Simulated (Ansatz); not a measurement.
Crystal: NaI.

```
I Na
1.0
     0.00000    3.23640    3.23640
     3.23640    0.00000    3.23640
     3.23640    3.23640    0.00000
I Na
1 1
Direct
  0.50000 0.50000 0.50000
  0.00000 0.00000 0.00000
```

Base run:

```yaml
Program: Ansatz 0.2.0
Functional: PBEsol
Potentials_or_basis: all-electron PAW datasets made for the crystal
Cutoff: 260 eV (chosen from the basis error)
k_mesh: 6 × 6 × 6
Occupations: fermi-dirac, width 0.05 eV
Spin: no spin polarisation
```

Its results: band gap on the k mesh 3.51 eV, direct; pressure -0.5 GPa.

Problem. The run is repeated on the same cell with these changes: functional from PBEsol to PBE0; cutoff from 260 eV (chosen from the basis error) to 290 eV (chosen from the basis error). What comes out?

Solution. Band gap on the k mesh 5.34 eV, direct; pressure 0.1 GPa.

PBE0 gives the wider gap, since exact exchange removes part of the self-interaction.

Caveats: spin-orbit coupling is left out, which moves the levels of the heavy elements.

